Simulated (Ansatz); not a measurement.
# Nb (Im-3m) in Ansatz: convergence with k mesh

Aim: find how far k mesh must go before the results for Nb settle, at PBE. This setting moves, with any that are tied to it; all else stays.

All numbers are computed with Ansatz 0.2.0; they aren't measurements. Logs are shortened: lines on timing, memory, paths and dates and some standing lists are left out, and cuts for length are marked.

### Step 1. Starting point

The structure is cubic, space group Im-3m (No. 229). The conventional cell has a = 3.328 Å, b = 3.328 Å, c = 3.328 Å, α = 90.00°, β = 90.00°, γ = 90.00°. Around Nb (site symmetry m-3m) lie 8 Nb at 2.88 Å.

### Step 2. With k mesh 3 × 3 × 3

input.yaml reads:

```yaml
crystal:
  lattice:
    - [-1.66395, 1.66395, 1.66395]
    - [1.66395, -1.66395, 1.66395]
    - [1.66395, 1.66395, -1.66395]
  atoms:
    - { symbol: Nb, position: [0.0, 0.0, 0.0] }
hamiltonian:
  xc: pbe
  pseudopotentials: { kind: paw }
kpoints:
  mp_grid: { grid: [3, 3, 3] }
scf:
  occupations: { method: fermi_dirac, width: 0.05 }
output:
  forces: true
  stress: true
  eigenvalues: true
```

Potentials or basis: Ansatz PAW.

On the command line:

```console
ansatz run input.yaml --threads 2 --pin off --max-ram 5632MiB --backend cpu --events-out ev --progress --plain --runs-dir out
```

The program printed:

```text
Warning: RAYON_NUM_THREADS=2 ignored (pool sized by the plan → 2); use --threads N
Engine: ansatz 0.2.0, x86_64-unknown-linux-gnu
Pseudopotentials: kind: paw
Pseudopotential: Nb, paw, valence charge 13, recommended cutoff 420 eV (normal), Nb.paw.azcp
Functional definition: PBE
  parameter kappa = 0.804
  parameter beta = 0.06672455060314922
  exchange = pbe_x(kappa = kappa, mu = beta*pi^2/3)
  correlation = pbe_c(beta = beta)
Crystal: 1 atoms, lattice volume = 18.428 Å³
Basis set: ecut = 420 eV, 369 PW (Γ), exchange–correlation on 40×40×40 points (8 copies of the dense FFT grid, shifted against one another)
Bands: 11, of which v1, the nominal top of the filled ones, is band 7 counted from 1 (6 counted from 0)
Symmetry: 48 space group operations
Space group: Im-3m (ITA 229), of the structure as read, at distance tolerance 2.6e-5 Å
k-points: 4 of 27
Non-local potential: Nb, projectors of the file, l = 0: 3, l = 1: 2, l = 2: 2, l = 3: 1
PAW form: soft (Blöchl's): semilocal exchange-correlation on the pseudo side does not see the compensation charge
PAW one-centre angular grid: Nb, 590 points (default); XC on 64 Gauss nodes
Initial density: superposition of atomic densities (neutral atoms: chi_scale 0, normalization atom), corrected by the library's trained network
Initial wavefunctions: pseudopotential atomic-orbital guess
Functional: x = pbe(κ = 0.804, μ = 0.2195149727645171), c = pbe(β = 0.06672455060314922)
SCF iter   1: F=—  HF=-4552.399080 eV  |F-HF|=—  |Δ(HF+E_count)|=         —  Δρ=9.01e-3  dr2=1.24e-2  ethr=1.77e-3  ⟨swp⟩=4.8  Hψ=253  notcnv=0
preconditioner: auto → none  [insulator: Δε(μ)=1.222 eV  Ē_g=7.481 eV  σ=0.050 eV  W_gap=0.56  n_scr=0 (ndim 8)  ℏωp=19.3 eV  f_vac=0.000  D(μ)=5.45/eV (n_scr^D=134)  ε∞_Penn≈7.7]
SCF iter   2: F=—  HF=-4552.396405 eV  |F-HF|=—  |Δ(HF+E_count)|=   2.67e-3  Δρ=2.66e-3  dr2=5.73e-4  ethr=9.54e-5  ⟨swp⟩=2.8  Hψ=102  notcnv=0  defer=1
SCF iter   3: F=—  HF=-4552.396344 eV  |F-HF|=—  |Δ(HF+E_count)|=   6.19e-5  Δρ=1.19e-3  dr2=1.27e-4  ethr=4.41e-6  ⟨swp⟩=2.2  Hψ=70  notcnv=0  defer=1
SCF iter   4: F=—  HF=-4552.396340 eV  |F-HF|=—  |Δ(HF+E_count)|=   3.09e-6  Δρ=7.34e-5  dr2=2.77e-7  ethr=9.77e-7  ⟨swp⟩=1.0  Hψ=43  notcnv=0  defer=1
SCF iter   5: F=—  HF=-4552.396343 eV  |F-HF|=—  |Δ(HF+E_count)|=   2.48e-6  Δρ=5.88e-6  dr2=2.04e-9  ethr=2.13e-9  ⟨swp⟩=2.5  Hψ=72  notcnv=0  defer=1
SCF iter   6: F=-4552.396343 eV  HF=-4552.396343 eV  |F-HF|=9.00e-11  |Δ(HF+E_count)|=  2.25e-10  Δρ=1.67e-6  dr2=1.06e-10  ethr=1.57e-11  ⟨swp⟩=3.0  Hψ=139  notcnv=0
SCF 1 converged in 6 iterations: F = -4552.396343 eV  dr2 = 1.06e-10
SCF converged after 6 iterations
Free energy (F): -4552.396343 eV
Harris-Foulkes:  -4552.396343 eV  (|F-HF|=9.00e-11)
Internal energy: -4552.358658 eV  (E = F + TS)
E sigma→0 (E₀):  -4552.377501 eV
Entropy (-TS):   -0.037685 eV (-37.685 meV/atom)
Fermi energy:    17.655789 eV
--- Per-component energies (eV) ---
  E_band       = -74.172321
  E_kinetic    = 394.121450
  E_local      = -705.647197  (includes V_loc(G=0)·N_el)
  E_nonlocal   = 119.322129
  E_hartree    = 219.079526
  E_xc         = -175.401911
  E_vxc        = -212.762618  (∫ρ·V_xc dr)
  E_paw        = -3073.230709  (= ΣΔE_a)
  E_vpaw       = -107.365188  (= ΣTr[D̂ρ^β])
  E_aug_tail   = 0.000006  (compensation charges beyond the density's cutoff)
  E_ewald      = -1330.601953
  E_smearing   = -0.037685  (= −TS)
  E_closure    = -0.000000  (closes the sum)
  Σ components = -4552.396343   (vs F -4552.396343, Δ=0.00e0)
--- Forces (eV/Å), atoms counted from 1 ---
  atom   1  Nb     0.00000000     0.00000000    -0.00000000
  max |Σ_I F_I| component: 1.03e-32 eV/Å
--- Stress (GPa, compression-positive) ---
       -3.461421      -0.000000       0.000000
        0.000000      -3.461421       0.000000
       -0.000000       0.000000      -3.461421
  P = ⅓ Tr σ = -3.4614 GPa (-34.614 kbar)
--- Band table (eV) ---
  k-point 0: bands = ["-37.1202", "-12.4749", "-12.4749", "-12.4749", "11.4417", "17.6475", "17.6475", "17.6475", "20.4826", "20.4826", "31.3874"]
  k-point 1: bands = ["-36.9529", "-13.4363", "-12.7771", "-12.4829", "13.7913", "16.0984", "17.6748", "20.2859", "20.8340", "21.3782", "30.2800"]
  k-point 2: bands = ["-36.8676", "-13.3500", "-13.3500", "-12.6350", "15.1854", "16.4454", "16.4454", "20.9280", "20.9280", "27.2024", "28.0601"]
  k-point 3: bands = ["-36.8222", "-13.3052", "-13.1185", "-13.1185", "14.8859", "14.9883", "19.4336", "19.4336", "21.0565", "22.8750", "31.7941"]
```

Run time: 0.65 s. Hardware: 2 threads of Intel Xeon at 2.50GHz (Skylake/Cascade Lake), shared host; peak memory 0.27 GiB.

What came out:

| Quantity | Value |
| --- | --- |
| Free energy | -4552.3963 eV |
| Pressure | -3.5 GPa |
| Band gap on the k mesh | none (metal or under the smearing width) |

### Step 3. With k mesh 4 × 4 × 4

Changes to input.yaml since step 2:

```diff
@@ -11,3 +11,3 @@
 kpoints:
-  mp_grid: { grid: [3, 3, 3] }
+  mp_grid: { grid: [4, 4, 4] }
 scf:
```

Potentials or basis: Ansatz PAW.

On the command line:

```console
ansatz run input.yaml --threads 2 --pin off --max-ram 5632MiB --backend cpu --events-out ev --progress --plain --runs-dir out
```

It took 0.73 s on 2 threads of Intel Xeon at 2.50GHz (Skylake/Cascade Lake), shared host; peak memory 0.27 GiB.

Results:

* Free energy: -4552.3223 eV
* Pressure: 0.7 GPa
* Band gap on the k mesh: none (metal or under the smearing width)

### Step 4. With k mesh 5 × 5 × 5

Changes to input.yaml since step 3:

```diff
@@ -11,3 +11,3 @@
 kpoints:
-  mp_grid: { grid: [4, 4, 4] }
+  mp_grid: { grid: [5, 5, 5] }
 scf:
```

On the command line:

```console
ansatz run input.yaml --threads 2 --pin off --max-ram 5632MiB --backend cpu --events-out ev --progress --plain --runs-dir out
```

Wall time 0.75 s (2 threads of Intel Xeon at 2.50GHz (Skylake/Cascade Lake), shared host); peak memory 0.27 GiB.

What came out:

- Free energy: -4552.2348 eV
- Pressure: -4.1 GPa
- Band gap on the k mesh: none (metal or under the smearing width)

### Step 5. With k mesh 6 × 6 × 6

Changes to input.yaml since step 4:

```diff
@@ -11,3 +11,3 @@
 kpoints:
-  mp_grid: { grid: [5, 5, 5] }
+  mp_grid: { grid: [6, 6, 6] }
 scf:
```

On the command line:

```console
ansatz run input.yaml --threads 2 --pin off --max-ram 5632MiB --backend cpu --events-out ev --progress --plain --runs-dir out
```

It took 0.79 s on 2 threads of Intel Xeon at 2.50GHz (Skylake/Cascade Lake), shared host; peak memory 0.27 GiB.

Results:

| Property | Result |
| --- | --- |
| Free energy | -4552.2679 eV |
| Pressure | -5.3 GPa |
| Band gap on the k mesh | none (metal or under the smearing width) |

### Step 6. With k mesh 8 × 8 × 8

Changes to input.yaml since step 5:

```diff
@@ -11,3 +11,3 @@
 kpoints:
-  mp_grid: { grid: [6, 6, 6] }
+  mp_grid: { grid: [8, 8, 8] }
 scf:
```

Potentials or basis: Ansatz PAW.

On the command line:

```console
ansatz run input.yaml --threads 2 --pin off --max-ram 5632MiB --backend cpu --events-out ev --progress --plain --runs-dir out
```

It took 0.89 s on 2 threads of Intel Xeon at 2.50GHz (Skylake/Cascade Lake), shared host; peak memory 0.28 GiB.

Results (log left out):

* Free energy: -4552.3133 eV
* Pressure: -2.3 GPa
* Band gap on the k mesh: none (metal or under the smearing width)

### Step 7. With k mesh 10 × 10 × 10

Changes to input.yaml since step 6:

```diff
@@ -11,3 +11,3 @@
 kpoints:
-  mp_grid: { grid: [8, 8, 8] }
+  mp_grid: { grid: [10, 10, 10] }
 scf:
```

On the command line:

```console
ansatz run input.yaml --threads 2 --pin off --max-ram 5632MiB --backend cpu --events-out ev --progress --plain --runs-dir out
```

Run time: 1.1 s. Hardware: 2 threads of Intel Xeon at 2.50GHz (Skylake/Cascade Lake), shared host; peak memory 0.28 GiB.

Results (log left out):

```yaml
Free_energy: -4552.2657 eV
Pressure: -2.3 GPa
Band_gap_on_the_k_mesh: none (metal or under the smearing width)
```

### Step 8. With k mesh 13 × 13 × 13

Changes to input.yaml since step 7:

```diff
@@ -11,3 +11,3 @@
 kpoints:
-  mp_grid: { grid: [10, 10, 10] }
+  mp_grid: { grid: [13, 13, 13] }
 scf:
```

On the command line:

```console
ansatz run input.yaml --threads 2 --pin off --max-ram 5632MiB --backend cpu --events-out ev --progress --plain --runs-dir out
```

Run time: 1.4 s. Hardware: 2 threads of Intel Xeon at 2.50GHz (Skylake/Cascade Lake), shared host; peak memory 0.29 GiB.

The run converged. Its results:

```
Free energy            : -4552.2913 eV
Pressure               : -3.1 GPa
Band gap on the k mesh : none (metal or under the smearing width)
```

### Step 9. With k mesh 15 × 15 × 15

Changes to input.yaml since step 8:

```diff
@@ -11,3 +11,3 @@
 kpoints:
-  mp_grid: { grid: [13, 13, 13] }
+  mp_grid: { grid: [15, 15, 15] }
 scf:
```

Potentials or basis: Ansatz PAW.

On the command line:

```console
ansatz run input.yaml --threads 2 --pin off --max-ram 5632MiB --backend cpu --events-out ev --progress --plain --runs-dir out
```

Run time: 1.7 s. Hardware: 2 threads of Intel Xeon at 2.50GHz (Skylake/Cascade Lake), shared host; peak memory 0.31 GiB.

It converged, with:

- Free energy: -4552.2865 eV
- Pressure: -2.4 GPa
- Band gap on the k mesh: none (metal or under the smearing width)

### Step 10. With k mesh 18 × 18 × 18

Changes to input.yaml since step 9:

```diff
@@ -11,3 +11,3 @@
 kpoints:
-  mp_grid: { grid: [15, 15, 15] }
+  mp_grid: { grid: [18, 18, 18] }
 scf:
```

On the command line:

```console
ansatz run input.yaml --threads 2 --pin off --max-ram 5632MiB --backend cpu --events-out ev --progress --plain --runs-dir out
```

Wall time 2.6 s (2 threads of Intel Xeon at 2.50GHz (Skylake/Cascade Lake), shared host); peak memory 0.33 GiB.

The run converged. Its results:

```
Free energy            : -4552.2876 eV
Pressure               : -2.5 GPa
Band gap on the k mesh : none (metal or under the smearing width)
```

### Step 11. Result

```
      k mesh  energy less the tightest run, at zero smearing (meV/atom)  pressure (GPa)  SCF cycles  CPU time (s)  peak memory (GiB)
   3 × 3 × 3                                                     -96.74           -3.46           6           0.8               0.27
   4 × 4 × 4                                                     -34.71            0.72           6          0.91               0.27
   5 × 5 × 5                                                      56.60           -4.08           6          0.92               0.27
   6 × 6 × 6                                                      16.79           -5.26           6             1               0.27
   8 × 8 × 8                                                     -26.86           -2.31           6           1.2               0.28
10 × 10 × 10                                                      22.91           -2.30           6           1.6               0.28
13 × 13 × 13                                                      -5.24           -3.10           6           2.3               0.29
15 × 15 × 15                                                       0.91           -2.44           6           2.8               0.31
18 × 18 × 18                                                       0.00           -2.48           6           4.2               0.33
```

Against the tightest run, the energy stays within 1 meV/atom from 15 × 15 × 15 on; the pressure stays within 0.1 GPa from 15 × 15 × 15 on. Meshes of other sizes hit other points, so gaps and Fermi surfaces needn't settle smoothly. The tightest run that finished is the yardstick and may itself not be fully converged.
